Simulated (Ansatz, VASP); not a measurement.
**One calculation of TaN, two programs**

```
Ta N
1.0
     0.06537    2.21169    2.21169
     2.21169    0.06537    2.21169
     2.21169    2.21169    0.06537
Ta N
1 1
Cartesian
  2.2444 2.2444 2.2444
  0.0000 0.0000 0.0000
```

Change from the starting cell: equal xy, yz and zx shear strains of +3 %, PAW files.

Alike in both runs: task electric field gradients; functional PBE; k mesh 9 × 9 × 9; occupations fermi-dirac, width 0.02 eV; no spin polarisation.

```csv
,VASP,Ansatz
version,VASP 6.6.1,Ansatz 0.2.0
potentials or method,"VASP PAW PBE potentials, release 64 (Ta_pv, N)","PAW with Ansatz's default frozen-core files, scalar-relativistic"
plane-wave cutoff (eV),520,420
valence electrons in the cell,16,18
```

Ansatz gave:

```
pressure (GPa)                                                 : 14.9
largest component of the traceless stress (GPa)                : 2.26
Vzz of the field gradient on the site that differs most (V/Å²) : 7.3
```

**Question.** What did VASP give for the same quantities?

**Answer.** Pressure (GPa): 15.9; largest component of the traceless stress (GPa): 2.24; Vzz of the field gradient on the site that differs most (V/Å²): -1.5.

The functional is the same, so the differences come from potentials, cutoffs and numerics. The two sets of potentials don't hold the same shells in valence. Ansatz warned: «gradients_without_spin_orbit».

Caveats: so large a pressure means that the cell lies far from this level's equilibrium, or that cutoff or potentials fall short (VASP). The runs have no spin-orbit coupling, so splittings on Ta are missing.
